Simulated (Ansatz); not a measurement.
A relaxed cell of Al2O3 is given with its symmetry left out. The cell was found from a structure generator's guess, not taken from experiment.

These are results of DFT PBE, scalar-relativistic, plane waves, PAW (Ansatz), not measurements. Cutoff 420 eV, Γ-centred mesh, Gaussian smearing, no spin polarisation.

```
CELL_PARAMETERS angstrom
4.06209 0.00000 0.00000
-2.03105 3.51788 0.00000
0.00000 0.00000 5.54235
ATOMIC_POSITIONS crystal
Al 0.00000 0.00000 0.50000
Al 0.00000 0.00000 0.00000
O 0.50000 0.00000 0.50000
O 0.00000 0.50000 0.50000
O 0.50000 0.50000 0.50000
```

Formation energies are uncorrected and refer to the elements' standard structures at the same level (O₂ as a molecule).

Task: Find its symmetry and describe it.

Result: P6/mmm (No. 191). Conventional cell: a = 4.062 Å, c = 5.542 Å. Al on its first site has 6 O at 2.03 Å and 2 Al at 2.77 Å; Al on its second site is surrounded by 2 Al at 2.77 Å; O is surrounded by 4 O at 2.03 Å and 2 Al at 2.03 Å.

Task: How far does it lie from the elements in energy?

Result: +0.18 eV/atom. It can't be a ground state, since the elements alone are lower.

Task: Is it a metal?

Result: Yes, bands cross the Fermi level on the 12×12×8 mesh.

The last run used a 12×12×8 mesh (in the run's order of axes) for its 5-atom cell and Gaussian smearing of 0.10 eV. A structure relaxed within its symmetry needn't be a true minimum. Another cell of Al2O3 relaxed alike, in R-3c (a cell as deposited in COD), lies 3.16 eV/atom lower, so this cell isn't the stable form at this level.
